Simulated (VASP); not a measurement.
Wanted: the native input for a VASP 6.6.1 run.

```
Task                   : relaxation of cell and atoms
Functional             : r2SCAN
Potentials or basis    : VASP PAW PBE potentials, release 64 (W_sv)
Cutoff                 : 600 eV
k mesh                 : 11 × 11 × 11
Occupations            : fermi-dirac, width 0.05 eV
Spin                   : no spin polarisation
Further INCAR settings : ALGO = Normal; EDIFF = 1e-06; IBRION = 2; EDIFFG = -0.005; NSW = 40; ISIF = 3
```

The structure of W lies in POSCAR:

```
W
1.0
    0.0000000000      2.0300000000      2.0300000000
    2.0300000000      0.0000000000      2.0300000000
    2.0300000000      2.0300000000      0.0000000000
W
1
Direct
    0.0000000000      0.0000000000      0.0000000000
```

This isn't the form of W at room conditions, which is bcc.

The input as run:

INCAR

```
SYSTEM = W
PREC = Accurate
ENCUT = 600
EDIFF = 1E-6
ISMEAR = -1
SIGMA = 0.05
LREAL = .FALSE.
LASPH = .TRUE.
NELM = 80
ALGO = Normal
ISIF = 3
LWAVE = .FALSE.
LCHARG = .FALSE.
METAGGA = R2SCAN
LMIXTAU = .TRUE.
IBRION = 2
NSW = 40
EDIFFG = -0.005
```

KPOINTS

```
Automatic mesh
0
G
  11 11 11
  0 0 0
```

Potentials or basis: VASP PAW PBE potentials, release 64 (W_sv).

The run is started by

```sh
$ cat potpaw_PBE.64/W_sv/POTCAR > POTCAR
$ mpirun -np 1 vasp_std > vasp.out
```

It gave:

```json
{
 "Relaxed volume": "16.24 Å³/atom",
 "Relaxed cell": "a = 2.843 Å, b = 2.843 Å, c = 2.843 Å, α = 60.00°, β = 60.00°, γ = 60.00°",
 "Space group after relaxing (to 0.05 Å)": "Fm-3m (No. 225)",
 "Energy gained by relaxing": "13.1 meV/atom",
 "Ionic steps": "7",
 "Pressure after relaxing": "0.0 GPa",
 "Band gap on the k mesh": "none (metal or under the smearing width)"
}
```

Caveat: the PAW data sets were made with another functional, which shifts forces and pressure a little.

Run time: 80 s on 1 thread of Intel(R) Xeon(R) 6975P-C (Granite Rapids), on a shared host, peak memory 0.16 GiB.
